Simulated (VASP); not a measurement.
GaAs, 2 atoms in the cell. It takes space group F-43m (No. 216, cubic). Conventional cell: a = 5.750 Å, b = 5.750 Å, c = 5.750 Å, α = 90.00°, β = 90.00°, γ = 90.00°. Ga (site symmetry -43m) is surrounded by 4 As at 2.49 Å. As (site symmetry -43m) is surrounded by 4 Ga at 2.49 Å. The cell is a database's computed one.

| Quantity | Value |
| --- | --- |
| Program | VASP 6.6.1 |
| Task | relaxation of cell and atoms |
| Functional | PBE |
| Potentials or basis | VASP PAW PBE potentials, release 64 (Ga_d, As) |
| Cutoff | 600 eV |
| k mesh | 10 × 10 × 10 |
| Occupations | gaussian, width 0.05 eV |
| Spin | no spin polarisation |
| Dipole correction | no |
| Further INCAR settings | ALGO = Normal; EDIFF = 1e-06; IBRION = 2; EDIFFG = -0.005; NSW = 100; ISIF = 3 |

Potentials or basis: VASP PAW PBE potentials, release 64 (Ga_d, As).

Launch:

```bash
$ cat potpaw_PBE.64/Ga_d/POTCAR potpaw_PBE.64/As/POTCAR > POTCAR
$ mpirun -np 1 vasp_std > vasp.out
```

Hardware: 1 thread of Intel(R) Xeon(R) Platinum 8375C CPU @ 2.90GHz (Ice Lake) (shared host).

Task: Estimate the wall time of this run.

Result: Wall time 24 s on 1 thread of Intel(R) Xeon(R) Platinum 8375C CPU @ 2.90GHz (Ice Lake), with other jobs on the host, peak memory 0.19 GiB. Counts: scf iterations 12, k points 47, ion steps 1.
